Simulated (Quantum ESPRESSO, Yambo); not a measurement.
# Quasiparticle gap of CaO (Lime) in Yambo, part 2 of 3

Wanted: ground state, empty states, screening and self-energy for CaO (Lime).

Quantum ESPRESSO 7.5 and Yambo 5.3.0; PBE and many-body steps on it, plane waves. Known limits of the many-body steps: not at the basis limit; coarse k mesh.

So far. Step 2 (Ground state): The gap is indirect, with the least direct gap 0.37 eV higher. Step 3 (Bands along the symmetry lines): The gap is 3.662 eV, as in the run before at this level.

### 4. Empty states on the mesh, 4×4×4 mesh, 124 bands

Level of this step: DFT, PBE, plane waves, norm-conserving pseudopotentials (Quantum ESPRESSO).

The sums over transitions need many empty states on a uniform mesh; this step solves for them.

pw.in

```
&control
  calculation = 'nscf'
  prefix = 'x'
  outdir = 'o'
  pseudo_dir = 'pseudo'
/
&system
  ibrav = 0
  nat = 2
  ntyp = 2
  ecutwfc = 72.0
  nbnd = 124
  force_symmorphic = .true.
/
&electrons
  conv_thr = 1e-9
  electron_maxstep = 80
  diago_full_acc = .true.
  diago_thr_init = 5e-6
/
ATOMIC_SPECIES
  Ca 40.078 Ca.upf
  O 15.999 O.upf
CELL_PARAMETERS angstrom
  -0.0000000000 2.4065000000 2.4065000000
  2.4065000000 -0.0000000000 2.4065000000
  2.4065000000 2.4065000000 -0.0000000000
ATOMIC_POSITIONS crystal
  Ca 0.0000000000 0.0000000000 0.0000000000
  O 0.5000000000 0.5000000000 0.5000000000
K_POINTS automatic
  4 4 4 0 0 0
```

Launch:

```sh
> OMP_NUM_THREADS=1 mpirun -n 4 pw.x -nk 4 -in pw.in > pw.out
```

Log:

```text
[banner, memory and clock lines left out]
Program PWSCF v.7.5 starts

     Atomic positions and unit cell read from directory:
     o/x.save/

     Message from routine setup:
     using ibrav=0 with symmetry is DISCOURAGED, use correct ibrav instead

     G-vector sticks info

     bravais-lattice index     =            0
     lattice parameter (alat)  =       6.4313  a.u.
     unit-cell volume          =     188.0980 (a.u.)^3
     number of atoms/cell      =            2
     number of atomic types    =            2
     number of electrons       =        16.00
     number of Kohn-Sham states=          124
     kinetic-energy cutoff     =      72.0000  Ry
     charge density cutoff     =     288.0000  Ry
     Exchange-correlation= PBE
                           (   1   4   3   4   0   0   0)

     celldm(1)=   6.431314  celldm(2)=   0.000000  celldm(3)=   0.000000
     celldm(4)=   0.000000  celldm(5)=   0.000000  celldm(6)=   0.000000

     crystal axes: (cart. coord. in units of alat)
               a(1) = (  -0.000000   0.707107   0.707107 )
               a(2) = (   0.707107  -0.000000   0.707107 )
               a(3) = (   0.707107   0.707107  -0.000000 )

     reciprocal axes: (cart. coord. in units 2 pi/alat)
               b(1) = ( -0.707107  0.707107  0.707107 )
               b(2) = (  0.707107 -0.707107  0.707107 )
               b(3) = (  0.707107  0.707107 -0.707107 )
     Pseudo is Norm-conserving + core correction, Zval = 10.0
     Generated using ONCVPSP code by D. R. Hamann
     Using radial grid of 1766 points,  6 beta functions with:
     Pseudo is Norm-conserving + core correction, Zval =  6.0
     Generated using ONCVPSP code by D. R. Hamann
     Using radial grid of  936 points,  5 beta functions with:
     Ca               10.00    40.07800     Ca( 1.00)
     O                 6.00    15.99900     O ( 1.00)

     48 Sym. Ops., with inversion, found

   Cartesian axes

     site n.     atom                  positions (alat units)
         1        Ca     tau(   1) = (   0.0000000   0.0000000   0.0000000  )
         2        O      tau(   2) = (   0.7071068   0.7071068   0.7071068  )

     number of k points=     8
                       cart. coord. in units 2pi/alat
        k(    1) = (   0.0000000   0.0000000   0.0000000), wk =   0.0312500
        k(    2) = (   0.1767767   0.1767767  -0.1767767), wk =   0.2500000
        k(    3) = (  -0.3535534  -0.3535534   0.3535534), wk =   0.1250000
[...]
k(    7) = (  -0.7071068   0.0000000   0.0000000), wk =   0.0937500
        k(    8) = (  -0.7071068   0.3535534   0.0000000), wk =   0.1875000

     Dense  grid:    15593 G-vectors     FFT dimensions: (  36,  36,  36)

     The potential is recalculated from file :
     o/x.save/charge-density

     Starting wfcs are    9 randomized atomic wfcs +  115 random wfcs

     Band Structure Calculation

     End of band structure calculation

          k = 0.0000 0.0000 0.0000 (  1917 PWs)   bands (ev):

   -29.9285 -10.6889 -10.6889 -10.6889  -7.7192   7.7451   7.7451   7.7451
    12.4596  13.9727  13.9727  13.9727  15.4631  15.4631  22.7421  30.1084
    30.1084  30.1084  35.1146  35.1146  35.1146  35.6453  35.6453  35.6625
[...]
[... 4 further rows ...]
[...]
139.9874 142.3433 148.0749 148.0749

          k = 0.1768 0.1768-0.1768 (  1949 PWs)   bands (ev):

[...]
[... 4 further rows ...]
[...]
142.0510 142.0510 143.2312 145.7614

          k =-0.3536-0.3536 0.3536 (  1946 PWs)   bands (ev):

[...]
96.0925  99.9614 102.4352 102.4352 103.6722 104.6861 104.6861 106.3097
     [... 4 further rows ...]
   137.8895 138.7306 139.0142 139.0142 140.8080 140.8080 141.7345 141.7345
   142.5939 143.6839 145.2284 147.5659

          k = 0.3536 0.0000 0.0000 (  1964 PWs)   bands (ev):

     [... further k-points ...]

     highest occupied, lowest unoccupied level (ev):     7.7451   11.4076

     XML data file, pseudopotentials, collected wavefunctions
```

Elapsed: 4.8 s, on 4 MPI ranks of Arm Neoverse V1, shared host; peak memory 0.26 GiB.

Numbers from this step:

| Item | Value |
| --- | --- |
| gap | 3.662 eV |
| k of the valence top | 0, 0, 0 |
| k of the conduction bottom | 0, -0.5, -0.5 |
| least direct gap | 4.037 eV |
| k points computed | 8 |
| lowest point of the top converged band, above the valence top | 135.5144 eV |

On this mesh the gap is 3.662 eV.

### 5. Conversion and set-up

This step: Yambo 5.3.0; conversion and set-up on PBE, plane waves, norm-conserving pseudopotentials.

The states are converted to the many-body program's format and the q mesh is built.

Launch:

```sh
> (cd o/x.save; p2y > p2y.log; mv SAVE ../..); yambo > setup.log
```

Log:

```text
 Yambo, version 5.3.0

 [02] CORE Variables Setup
 =========================

  [02.01] Unit cells
  ==================

  Cell kind             :  FCC
  Atoms in the cell     :  Ca  O
  number of Ca atoms    :  1
  number of O  atoms    :  1

  List of atomic masses
  Mass of Ca    :  40.07800
  Mass of O     :  15.99900

  List of atomic coordinates    : [cc]
  Ca1       :  0.000000  0.000000  0.000000  order 1
  O1       :  4.547626  4.547626  4.547626  order 2

  Alat factors          :  4.547626  4.547626  4.547626 [a.u.]
  Direct lattice volume :  188.0980 [a.u.]
  Direct lattice vectors:  A[ 1 ]  A[ 2 ]  A[ 3 ]
   A[ 1 ]: -0.000000  1.000000  1.000000  [iru]
  -0.000000  4.547626  4.547626  [cc]
   A[ 2 ]:  1.000000 -0.000000  1.000000  [iru]
   4.547626 -0.000000  4.547626  [cc]
   A[ 3 ]:  1.000000  1.000000 -0.000000  [iru]
   4.547626  4.547626 -0.000000  [cc]

  Recip. lattice volume :  1.318729 [a.u.]
  Recip. lattice vectors:  B[ 1 ]  B[ 2 ]  B[ 3 ]
   B[ 1 ]: -0.500000  0.500000  0.500000  [iku]
  -0.690820  0.690820  0.690820  [cc]
   B[ 2 ]:  0.500000 -0.500000  0.500000  [iku]
   0.690820 -0.690820  0.690820  [cc]
   B[ 3 ]:  0.500000  0.500000 -0.500000  [iku]
   0.690820  0.690820 -0.690820  [cc]

  [02.02] Symmetries
  ==================

  Inversion symmetry    : yes
  Spatial inversion     : yes
  Inversion index       :  25
  K-space Time-reversal : no
  Magnetic symmetries   : no
  Group table correct   : yes
  Symmetries units      :  [cc]

   [S  1]:   1.0000     -0.21289E-16 -0.21289E-16 -0.21289E-16   1.0000      0.21289E-16  0.21289E-16  0.21289E-16   1.0000
   [S  2]:  -1.0000      0.21289E-16 -0.21289E-16  0.21289E-16  -1.0000      0.21289E-16 -0.21289E-16 -0.21289E-16   1.0000
   [S  3]:  -1.0000     -0.21289E-16  0.21289E-16  0.21289E-16   1.0000     -0.21289E-16 -0.21289E-16  0.21289E-16  -1.0000
[...]
[... 36 further rows ...]
   [S 47]: -0.21289E-16   1.0000      0.21289E-16  0.21289E-16 -0.21289E-16  -1.0000       1.0000      0.21289E-16 -0.21289E-16
   [S 48]: -0.21289E-16  -1.0000     -0.21289E-16  0.21289E-16  0.21289E-16   1.0000       1.0000     -0.21289E-16  0.21289E-16

  [02.03] Reciprocal space
  ========================

  nG shells         :  204
  nG charge         :  15593
  nG WFs            :  2435
  nC WFs            :  1964
  G-vecs. in first 20 shells:  [ Number ]
     1    9   15   27   51   59   65   89  113
    137   169   181   229   259   283   307   331   339
    387   411
  ...
  Shell energy in first 20 shells:  [ mHa ]
    0.00000      715.849      954.466      1908.93      2624.78      2863.40      3817.86      4533.71      4772.33
    5726.79      6442.64      7635.72      8351.57      8590.19      9544.66      10260.5      10499.1      11453.6
    12169.4      12408.1
  ...

  [02.04] K-grid lattice
  ======================

  Compatible Grid is   : 3D
[...]
BZ  K-points                                      :   64

  K/Q-points units:
  rlu = crystal or reduced units; cc = cartesian coordinates; iku = interal k-units

  K [1]          [rlu]:  0.000000  0.000000  0.000000
         WF components:  1917
  K [2]          [rlu]: -0.69343E-17 -0.69343E-17  0.25000
         WF components:  1949
  K [3]          [rlu]:  0.13869E-16  0.13869E-16 -0.50000
         WF components:  1946
  K [4]          [rlu]: -0.28770E-17  0.25000      0.25000
         WF components:  1964
  K [5]          [rlu]: -0.22286E-16  0.25000     -0.50000
         WF components:  1941
  [... 2 further k-points ...]
  K [8]          [rlu]:  0.250000 -0.500000 -0.250000
         WF components:  1912

  [02.05] Energies & Occupations
  ==============================

  [X] === General ===
  [X] Electronic Temperature                        :  0.000000  0.000000 [eV K]
  [X] Bosonic    Temperature                        :  0.000000  0.000000 [eV K]
  [X] Finite Temperature mode                       : no
  [X] El. density                                   :  0.57403E+24 [cm-3]
  [X] Fermi Level                                   :  7.745084 [eV]

  [X] === Gaps and Widths ===
  [X] Conduction Band Min                           :  3.662475 [eV]
  [X] Valence Band Max                              :  0.000000 [eV]
  [X] Filled Bands                                  :   8
  [X] Empty Bands                                   :    9  124
  [X] Direct Gap                                    :  4.036914 [eV]
  [X] Direct Gap localized at k                     :   7
  [X] Indirect Gap                                  :  3.662475 [eV]
  [X] Indirect Gap between kpts                     :   1   7
  [X] Last valence band width                       :  1.179441 [eV]
  [X] 1st conduction band width                     :  3.369635 [eV]

  E @ K [1]:  [eV]
   -37.674      -18.434      -18.434      -18.434      -15.464     -0.24051E-09 -0.20950E-09   0.0000
    4.71454   6.22765   6.22765   6.22765   7.71797   7.71797  14.99701  22.36333
  occ @ K [1]
   2.000000  2.000000  2.000000  2.000000  2.000000  2.000000  2.000000  2.000000
[...]
E @ K [2]:  [eV]
[...]
occ @ K [2]
[...]
E @ K [3]:  [eV]
[...]
occ @ K [3]
[...]
E @ K [4]:  [eV]
[...]
occ @ K [4]
[...]
E @ K [5]:  [eV]
[...]
occ @ K [5]
[...]
[... 2 further k-points ...]
  E @ K [8]:  [eV]
[...]
occ @ K [8]
   2.000000  2.000000  2.000000  2.000000  2.000000  2.000000  2.000000  2.000000
   0.000000  0.000000  0.000000  0.000000  0.000000  0.000000  0.000000  0.000000

 [03] Transferred momenta grid and indexing
 ==========================================

 IBZ Q-points                                      :   8
 BZ  Q-points                                      :   64

 K/Q-points units:
 rlu = crystal or reduced units; cc = cartesian coordinates; iku = interal k-units

 Q [1]          [rlu]:  0.000000  0.000000  0.000000
 Q [2]          [rlu]: -0.69343E-17 -0.69343E-17  0.25000
 Q [3]          [rlu]:  0.13869E-16  0.13869E-16 -0.50000
[...]
Q [7]          [rlu]:  0.57541E-17 -0.50000     -0.50000
 Q [8]          [rlu]:  0.250000 -0.500000 -0.250000

  [03.01] X indexes
  =================

   [03.01.01] Sigma indexes
   ========================

 [06] Game Over & Game summary
```

Run time: 2.1 s. Hardware: 1 MPI rank; peak memory 0.24 GiB.

(Part 2 of 3 ends here.)

[Paths, hosts, dates, memory and timing lines, banners, echoed tables and standing remarks are left out of the program output.]

[Logs are printed without paths, hosts, clocks, repeated set-up lines and the standing remarks that a program may print on its own settings, such as how far it seeks lower states.]

[Runs of the session that timed out or met a known fault of the program may be left out.]

[Hosts, paths, dates, database ids (printed as entryN), source tags and the programs' standing remarks are cut or masked in the printed files.]
